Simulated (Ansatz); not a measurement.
# From the elastic tensor of InP at 8 GPa (stress–strain coefficients) to moduli and sound speeds

Theory: DFT PBE, scalar-relativistic, plane waves, PAW (Ansatz 0.2.0). Cutoff 420 eV, 14×14×14 k-points (Γ-centred), Fermi-Dirac smearing of 0.15 eV. No spin polarisation.

The structure is cubic, space group Fm-3m (No. 225). The conventional cell has a = 5.383 Å, b = 5.383 Å, c = 5.383 Å, α = 90.00°, β = 90.00°, γ = 90.00°. In (site symmetry m-3m) is surrounded by 6 P at 2.69 Å. P (site symmetry m-3m) is surrounded by 6 In at 2.69 Å.

In a metal, frequencies and elastic constants depend on the k mesh and the smearing, soft modes and shear constants most. Other phases may be more stable at this pressure.

Relaxed-ion constants (GPa, on the Cartesian axes of the calculation):
```
217.5  55.7  55.7   0.0   0.0   0.0
 55.7 217.5  55.7   0.0   0.0   0.0
 55.7  55.7 217.5   0.0   0.0   0.0
  0.0   0.0   0.0  32.1   0.0   0.0
  0.0   0.0   0.0   0.0  32.1   0.0
  0.0   0.0   0.0   0.0   0.0  32.1
```

Density 6.209 g/cm³; 2 atoms in 38.99 Å³.

The values that follow are for a polycrystal of randomly turned grains, by Hill's mean where one number stands. In a crystal this anisotropic the Voigt and Reuss bounds lie far apart, so Hill's mean and the sound speeds and Debye temperature from it are rough.

* Bulk modulus, Voigt / Reuss / Hill: 109.7 / 109.7 / 109.7 GPa
* Shear modulus, Voigt / Reuss / Hill: 51.6 / 42.4 / 47.0 GPa
* Young's modulus: 123 GPa
* Poisson ratio: 0.312
* Pugh ratio B/G: 2.33
* Universal anisotropy index: 1.10
* Longitudinal and transverse sound speeds: 5268 and 2751 m/s
* Debye temperature from the mean sound speed: 340 K

This rock-salt form isn't the usual stable structure of the compound at low pressure.

Cost: 1 run of about 0.91 core-minutes, on Intel Xeon Platinum 8488C (Sapphire Rapids) (shared hosts).